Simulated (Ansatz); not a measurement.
# SiNi3 (Pm-3m) in Ansatz: notebook

Runs on SiNi3. Level: PBEsol. Tasks: relaxation of cell and atoms.

All numbers are computed with Ansatz 0.2.0; they aren't measurements. Logs are shortened: lines on timing, memory, paths and dates and some standing lists are left out, and cuts for length are marked.

**1. The structure**

The structure is cubic, space group Pm-3m (No. 221). The conventional cell has a = 3.542 Å, b = 3.542 Å, c = 3.542 Å, α = 90.00°, β = 90.00°, γ = 90.00°. Ni (site symmetry 4/mmm) has 8 Ni at 2.50 Å and 4 Si at 2.50 Å as nearest neighbours. Si (site symmetry m-3m) has 12 Ni at 2.50 Å as nearest neighbours.

**2. Relaxation of cell and atoms, PBEsol, collinear spin, ferromagnetic start**

input.yaml reads:

```yaml
crystal:
  lattice:
    - [3.542, 0.0, 0.0]
    - [0.0, 3.542, 0.0]
    - [0.0, 0.0, 3.542]
  atoms:
    - { symbol: Ni, position: [0.5, 0.5, 0.0], spin: 1.0 }
    - { symbol: Ni, position: [0.5, 0.0, 0.5], spin: 1.0 }
    - { symbol: Ni, position: [0.0, 0.5, 0.5], spin: 1.0 }
    - { symbol: Si, position: [0.0, 0.0, 0.0] }
kpoints:
  mp_grid: { grid: [8, 8, 8] }
scf:
  occupations: { method: fermi_dirac, width: 0.05 }
hamiltonian:
  xc: pbesol
  pseudopotentials: { kind: all_electron, lapw: { basis_error: 0.002 } }
magnetization:
  spin_polarized: true
output:
  forces: true
  stress: true
relax:
  f_tol: 0.01
  max_steps: 60
  cell: {}
```

Potentials or basis: all-electron LAPW, scalar-relativistic.

Command:

```console
ansatz run input.yaml --threads 4 --pin off --max-ram 12288MiB --backend cpu --events-out ev --progress --plain --runs-dir out
```

What it wrote:

```text
Warning: RAYON_NUM_THREADS=4 ignored (pool sized by the plan → 4); use --threads N
The last accepted step is kept in <dir> (removed where the run ends without a failure and the disk answers)
LAPW: plane waves up to 8.931 Å⁻¹, error target 2.0e-3 eV per atom; small_component_spin mean_spin; Si in spheres of 1.215 Å, 12 of its electrons in bands, Dirac shells []; Ni in spheres of 1.215 Å, 18 of its electrons in bands, Dirac shells [] (how accurate: hamiltonian.pseudopotentials.lapw.basis_error, Limitations)
Engine: ansatz 0.2.0, x86_64-unknown-linux-gnu
Pseudopotentials: kind: all_electron
Pseudopotential: Ni, LAPW, valence charge 18, lapw/all_electron/scalar/gaussian/Ni, Koelling and Harmon's equation, gaussian nucleus
Pseudopotential: Si, LAPW, valence charge 12, lapw/all_electron/scalar/gaussian/Si, Koelling and Harmon's equation, gaussian nucleus
Functional definition: PBEsol
  exchange = pbesol_x
  correlation = pbesol_c
Crystal: 4 atoms, lattice volume = 44.437 Å³
Basis set: ecut = 303.9125591678935 eV, 515 PW (Γ), exchange–correlation at level 2
Bands: 42, of which v1, the nominal top of the filled ones, is band 33 counted from 1 (32 counted from 0)
Symmetry: 48 space group operations
Space group: Pm-3m (ITA 221), of the structure as read, at distance tolerance 3.5e-5 Å
Magnetic group: BNS 221.92 (UNI 1594), of the structure as read, at distance tolerance 3.5e-5 Å
k-points: 35 of 512
Non-local potential: Ni, projectors of the file, none
Non-local potential: Si, projectors of the file, none
Initial density: superposition of atomic densities (chi_scale 0.1, normalization cell)
Starting moments: Σ|m| = 3 μB on 3 of 4 sites
Initial wavefunctions: plane waves of lowest kinetic energy (no species holds an atomic orbital)
Functional: x = pbesol(κ = 0.804, μ = 0.12345679012345678), c = pbesol(β = 0.046)
iter 1 solved again at ethr=1.16e-3 eV; its pass at ethr=1.00e-1 eV (dr2=7.69e-1 eV) is discarded
SCF iter   1: F=—  HF=-131923.950553 eV  |F-HF|=—  |Δ(HF+E_count)|=         —  Δρ=3.17e-2 (↑2.19e-2 ↓3.17e-2)  dr2=7.68e-1  dr2_m=2.19e-1  M=1.259 μB ∫|m|=1.759 μB  β_m=0.30  ethr=1.16e-3  ⟨swp⟩=2.1  Hψ=21078  notcnv=0
Mixer restart at iter 1: flushing history
preconditioner: auto → Kerker (q_TF=auto, 2.914 Å⁻¹)  [metal: Δε(μ)=0.010 eV  Ē_g=9.543 eV  σ=0.050 eV  W_gap=0.05  n_scr=18 (ndim 8)  ℏωp=32.5 eV  f_vac=0.000  D(μ)=3.11/eV (n_scr^D=32)]
spin=Collinear: Kerker preconditioning applied to the charge; magnetization (m = ρ↑ − ρ↓) channel mixes plain (no charge-response kernel on spin).
SCF iter   2: F=—  HF=-131924.002100 eV  |F-HF|=—  |Δ(HF+E_count)|=   5.15e-2  Δρ=2.34e-2 (↑1.75e-2 ↓2.34e-2)  dr2=3.44e-1  dr2_m=1.36e-1  M=1.127 μB ∫|m|=1.619 μB  β_m=0.65  ethr=1.16e-3  ⟨swp⟩=2.1  Hψ=8776  notcnv=0
SCF iter   3: F=—  HF=-131924.705331 eV  |F-HF|=—  |Δ(HF+E_count)|=   7.03e-1  Δρ=1.87e-2 (↑8.60e-3 ↓1.87e-2)  dr2=3.88e-1  dr2_m=3.43e-2  M=0.500 μB ∫|m|=0.984 μB  β_m=0.53  ethr=5.21e-4  ⟨swp⟩=2.9  Hψ=8933  notcnv=0
iter 4 solved again at ethr=1.36e-5 eV; its pass at ethr=5.21e-4 eV (dr2=8.98e-3 eV) is discarded
SCF iter   4: F=—  HF=-131924.286570 eV  |F-HF|=—  |Δ(HF+E_count)|=   4.19e-1  Δρ=4.33e-3 (↑4.33e-3 ↓1.99e-3)  dr2=8.98e-3  dr2_m=2.24e-3  M=0.282 μB ∫|m|=0.619 μB  β_m=0.74  ethr=1.36e-5  ⟨swp⟩=2.0  Hψ=15054  notcnv=0
SCF iter   5: F=—  HF=-131924.317250 eV  |F-HF|=—  |Δ(HF+E_count)|=         —  Δρ=1.94e-3 (↑1.81e-3 ↓1.94e-3)  dr2=1.97e-3  dr2_m=1.15e-3  M=0.064 μB ∫|m|=0.150 μB  β_m=0.74  ethr=1.36e-5  ⟨swp⟩=2.5  Hψ=8954  notcnv=0
Mixer restart at iter 5: flushing history
the basis was enlarged: its passes take 403.5 KiB over the memory plan, 4 of 4 planned eigensolver slots
SCF iter   6: F=—  HF=-131924.318823 eV  |F-HF|=—  |Δ(HF+E_count)|=   1.57e-3  Δρ=8.45e-4 (↑8.45e-4 ↓4.67e-4)  dr2=7.59e-4  dr2_m=9.87e-5  M=0.045 μB ∫|m|=0.094 μB  β_m=0.71  ethr=2.98e-6  ⟨swp⟩=2.0  Hψ=8178  notcnv=0
SCF iter   7: F=—  HF=-131924.319102 eV  |F-HF|=—  |Δ(HF+E_count)|=   2.79e-4  Δρ=5.87e-4 (↑3.90e-4 ↓5.87e-4)  dr2=7.35e-5  dr2_m=7.47e-5  M=0.034 μB ∫|m|=0.068 μB  β_m=0.65  ethr=1.15e-6  ⟨swp⟩=2.0  Hψ=8173  notcnv=0
SCF iter   8: F=—  HF=-131924.319671 eV  |F-HF|=—  |Δ(HF+E_count)|=   5.69e-4  Δρ=7.34e-4 (↑7.34e-4 ↓2.05e-4)  dr2=4.87e-4  dr2_m=5.71e-5  M=0.025 μB ∫|m|=0.049 μB  β_m=0.31  ethr=1.11e-7  ⟨swp⟩=3.0  Hψ=9322  notcnv=0
SCF iter   9: F=—  HF=-131924.319063 eV  |F-HF|=—  |Δ(HF+E_count)|=   6.08e-4  Δρ=3.89e-4 (↑3.89e-4 ↓3.32e-4)  dr2=1.72e-4  dr2_m=3.24e-5  M=0.022 μB ∫|m|=0.046 μB  β_m=0.62  ethr=1.11e-7  ⟨swp⟩=3.0  Hψ=8612  notcnv=0
SCF iter  10: F=—  HF=-131924.319229 eV  |F-HF|=—  |Δ(HF+E_count)|=   1.66e-4  Δρ=1.32e-5 (↑1.32e-5 ↓8.58e-6)  dr2=2.24e-7  dr2_m=9.76e-9  M=0.001 μB ∫|m|=0.002 μB  β_m=0.81  ethr=1.11e-7  ⟨swp⟩=3.0  Hψ=8849  notcnv=0
SCF iter  11: F=—  HF=-131924.319229 eV  |F-HF|=—  |Δ(HF+E_count)|=   2.03e-7  Δρ=5.42e-6 (↑5.42e-6 ↓5.19e-6)  dr2=3.00e-8  dr2_m=1.90e-9  M=0.000 μB ∫|m|=0.000 μB  β_m=0.91  ethr=3.39e-10  ⟨swp⟩=2.9  Hψ=8469  notcnv=0
SCF iter  12: F=—  HF=-131924.319229 eV  |F-HF|=—  |Δ(HF+E_count)|=   7.51e-9  Δρ=1.41e-6 (↑1.39e-6 ↓1.41e-6)  dr2=2.99e-9  dr2_m=2.77e-12  M=0.000 μB ∫|m|=0.000 μB  β_m=0.95  ethr=4.54e-11  ⟨swp⟩=2.0  Hψ=8172  notcnv=0
SCF iter  13: F=-131924.319229 eV  HF=-131924.319229 eV  |F-HF|=1.16e-10  |Δ(HF+E_count)|=   1.57e-9  Δρ=2.72e-7 (↑2.66e-7 ↓2.72e-7)  dr2=1.14e-10  dr2_m=2.03e-12  M=0.000 μB ∫|m|=0.000 μB  ethr=4.53e-12  ⟨swp⟩=2.0  Hψ=8172  notcnv=0
[... 61 lines left out ...]
the starting moments were not kept: the SCF closed with an absolute magnetisation of 4.6e-10 μB, where they sum to 3 μB in size (3 sites). That is at most 0.1 of that sum. Measured as dr2_m measures the in/out step, that magnetisation stands 1.1e-20 eV from none, at or under the dr2_threshold of 1.0e-7 eV: it is no larger than a step whose dr2_m would equal this threshold.
SCF 5 converged in 4 iterations: F = -131924.459719 eV  dr2 = 6.19e-9
relax step   5: F+E_penalty+E_count = -131924.45971917 eV  Δ(F+E_penalty+E_count) = -1.951e-6 eV  max|allowed force component| = 7.396e-32 eV/Å  Δτ_max = 0.0000 Å  P = -0.001 GPa  Ω = 41.458 Å³  (4 SCF iters, accepted)
iter 1 solved again at ethr=1.00e-12 eV; its pass at ethr=1.00e-1 eV (dr2=6.51e-10 eV) is discarded
SCF iter   1: F=—  HF=-131924.459722 eV  |F-HF|=—  |Δ(HF+E_count)|=         —  Δρ=2.86e-7 (↑2.86e-7 ↓2.86e-7)  dr2=1.43e-10  dr2_m=1.76e-21  M=-0.000 μB ∫|m|=0.000 μB  β_m=0.65  ethr=4.22e-12 (applied; sched 1.00e-12)  ⟨swp⟩=3.9  Hψ=15039  notcnv=0  reapply=5
SCF iter   2: F=—  HF=-131924.459722 eV  |F-HF|=—  |Δ(HF+E_count)|=   7.63e-9  Δρ=1.06e-7 (↑1.06e-7 ↓1.06e-7)  dr2=1.44e-11  dr2_m=1.51e-21  M=-0.000 μB ∫|m|=0.000 μB  β_m=0.50  ethr=3.12e-12 (applied; sched 1.00e-12)  ⟨swp⟩=2.9  Hψ=8293  notcnv=0
SCF iter   3: F=-131924.459722 eV  HF=-131924.459722 eV  |F-HF|=6.40e-9  |Δ(HF+E_count)|=   4.71e-9  Δρ=7.79e-7 (↑7.79e-7 ↓7.79e-7)  dr2=1.44e-9  dr2_m=3.24e-22  M=-0.000 μB ∫|m|=0.000 μB  ethr=3.09e-12 (applied; sched 1.00e-12)  ⟨swp⟩=2.0  Hψ=8166  notcnv=0
the starting moments were not kept: the SCF closed with an absolute magnetisation of 9.4e-11 μB, where they sum to 3 μB in size (3 sites). That is at most 0.1 of that sum. Measured as dr2_m measures the in/out step, that magnetisation stands 3.7e-22 eV from none, at or under the dr2_threshold of 1.0e-7 eV: it is no larger than a step whose dr2_m would equal this threshold.
SCF 6 converged in 3 iterations: F = -131924.459722 eV  dr2 = 1.44e-9
relax step   6: F+E_penalty+E_count = -131924.45972181 eV  Δ(F+E_penalty+E_count) = -2.646e-6 eV  max|allowed force component| = 8.936e-32 eV/Å  Δτ_max = 0.0000 Å  P = -0.000 GPa  Ω = 41.458 Å³  stress off target by 4.01e-4 GPa  SCF on the basis re-selected at this cell (its energy is not comparable with the rows above)  (3 SCF iters)
basis re-selected at this cell: Δ(F+E_penalty+E_count) = -2.646e-6 eV, ΔP = +0.000 GPa vs the last step (what re-selecting the basis moved, after the strain that the cell walked since its last selection, with what the two solves' SCF thresholds leave and, on support functions, any second-order correction that the steps lacked; it is no measure of the basis error at this ecutwfc). This SCF's stress stands 4.01e-4 GPa from its target on what of the cell is left free (relax.cell.stress_tol is 5.00e-2 GPa) and its largest allowed force component is 8.94e-32 eV/Å (relax.f_tol is 1.00e-2 eV/Å): within both
SCF converged after 3 iterations
Magnetization: -0.0000 μB (33.0000 up, 33.0000 down)
Absolute magnetization: 0.0000 μB (∫|ρ↑−ρ↓|)
Spin contamination: 0.0000 ħ² per cell (⟨S²⟩ above its minimum at these occupations)
Per-site moments (μB) at R_I (Å): [(-1.560884754781e-11, 1.1869429507011622), (-1.560884754781e-11, 1.1869429507011622), (-1.560884754781e-11, 1.1869429507011622), (2.2035706592760107e-12, 1.1869429507011622)]
Free energy (F): -131924.459722 eV
Harris-Foulkes:  -131924.459722 eV  (|F-HF|=6.40e-9)
Internal energy: -131924.442209 eV  (E = F + TS)
E sigma→0 (E₀):  -131924.450965 eV
Entropy (-TS):   -0.017513 eV (-4.378 meV/atom)
Fermi energy:    18.909793 eV
--- Per-component energies (eV) ---
  E_band       = -1424.112262
  E_kinetic    = 133917.001443
  E_xc         = -5644.189180
  E_electrostatic = -260197.254472  (all electrons and nuclei)
  E_smearing   = -0.017513  (= −TS)
  E_closure    = 0.000000  (closes the sum)
  E_atoms      = -131893.247205  (free atoms, spherical and without spin; not in F)
  Σ components = -131924.459722   (vs F -131924.459722, Δ=0.00e0)
  Basis errors (estimates in eV, not in F): energy 4.0e-4 per atom: plane waves 3.5e-4 (1.9e-4 summed), levels above the bands 6.3e-100, relativity 2.0e-8, radial functions 5.0e-5, core shells 9.8e-10; eigenvalues (radial functions only) 1.3e-6; not estimated: angular momenta, meshes, grids; target (lapw.basis_error) 2.0e-3; muffin-tin radii Si 1.187 Å, Ni 1.187 Å
--- Forces (eV/Å), atoms counted from 1 ---
  atom   1  Ni    -0.00000000     0.00000000     0.00000000
  atom   2  Ni     0.00000000     0.00000000     0.00000000
  atom   3  Ni    -0.00000000    -0.00000000     0.00000000
  atom   4  Si    -0.00000000    -0.00000000     0.00000000
  max |Σ_I F_I| component: 1.48e-31 eV/Å
--- Stress (GPa, compression-positive) ---
       -0.000401       0.000000       0.000000
        0.000000      -0.000401       0.000000
        0.000000       0.000000      -0.000401
  P = ⅓ Tr σ = -0.0004 GPa (-0.004 kbar)
--- Relaxed structure (5 steps of the walk, 5 accepted, 1 SCFs on fresh bases) ---
  F+E_penalty+E_count = -131924.45972181 eV   max|allowed force component| = 8.936e-32 eV/Å   (the final SCF, on the basis selected at the relaxed cell)
  cell:  # Å, volume = 41.4581 Å³
    - [3.4610120487787284, -6.269303204385534e-34, -1.2739224111311402e-34]
    - [-4.915133712238257e-35, 3.4610120487787284, 0.0]
    - [3.5409024498369485e-34, 0.0, 3.4610120487787284]
  atoms:
    - { symbol: Ni, position: [0.5, 0.5, 3.1859813009296317e-37] }
    - { symbol: Ni, position: [0.5, -5.663966757208674e-37, 0.5] }
    - { symbol: Ni, position: [1.4159916893017461e-36, 0.5, 0.5] }
    - { symbol: Si, position: [-2.83198337859874e-37, 2.831983378604038e-37, 1.7699896116293267e-37] }
```

Wall time 36 s (4 threads of Intel Xeon 6975P-C (Granite Rapids), shared host); peak memory 0.76 GiB.

Results:

| Property | Result |
| --- | --- |
| Free energy | -131924.4597 eV |
| Relaxed volume | 10.36 Å³/atom |
| Relaxed cell | a = 3.461 Å, b = 3.461 Å, c = 3.461 Å, α = 90.00°, β = 90.00°, γ = 90.00° |
| Space group after relaxing (to 0.05 Å) | Pm-3m (No. 221) |
| Energy gained by relaxing | 35.1 meV/atom |
| Ionic steps | 6 |
| Pressure after relaxing | 0.0 GPa |
| Net moment | 0.00 μB per cell |
| Absolute moment | 0.00 μB per cell |

The path:
| step | energy change (eV) | largest force (eV/Å) | volume (Å³) |
| --- | --- | --- | --- |
| 1 | 0.0000 | 0.0000 | 44.44 |
| 2 | -0.1129 | 0.0000 | 42.73 |
| 3 | -0.1399 | 0.0000 | 41.28 |
| 4 | -0.1405 | 0.0000 | 41.47 |
| 5 | -0.1405 | 0.0000 | 41.46 |
| 6 | -0.1405 | 0.0000 | 41.46 |

Final structure:
```
Ni Si
1.0
     3.46101    0.00000    0.00000
     0.00000    3.46101    0.00000
     0.00000    0.00000    3.46101
Ni Si
3 1
Direct
  0.50000 0.50000 0.00000
  0.50000 0.00000 0.50000
  0.00000 0.50000 0.50000
  0.00000 0.00000 0.00000
```

Caveat: the starting moments weren't kept.

(Continued in part 2 of 2.)
